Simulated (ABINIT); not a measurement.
Al, 1 atom in the cell. The typed cell holds 1 atom: a = 2.826 Å, b = 2.918 Å, c = 2.873 Å, α = 60.40°, β = 59.93°, γ = 58.54°.  The cell isn't the ideal one: cell strained at random at fixed volume.

| Quantity | Value |
| --- | --- |
| Program | ABINIT 10.8.3 (patched build) |
| Task | single point |
| Functional | PBE |
| Potentials or basis | JTH PAW PBE v2.0 |
| Cutoff | 408 eV |
| k mesh | 11 × 11 × 11 |
| Occupations | fermi-dirac, width 0.05 eV |
| Spin | no spin polarisation |
| Fine-grid cutoff | 816.342 eV |
| Exchange and correlation inside the PAW spheres | full angular mesh (pawxcdev 0, this build's default; the released program takes 1) |

Potentials or basis: JTH PAW PBE v2.0.

Run with:

```bash
$ abinit run.abi > log 2>&1
```

Hardware: 1 thread of Arm Neoverse V1 (shared host).

Estimate the wall time of this run.

It took 19 s on 1 thread of Arm Neoverse V1, on a shared host, peak memory 0.12 GiB. Counts: scf iterations 7, mpi ranks 1, k points 666, bands 6, plane waves 321.
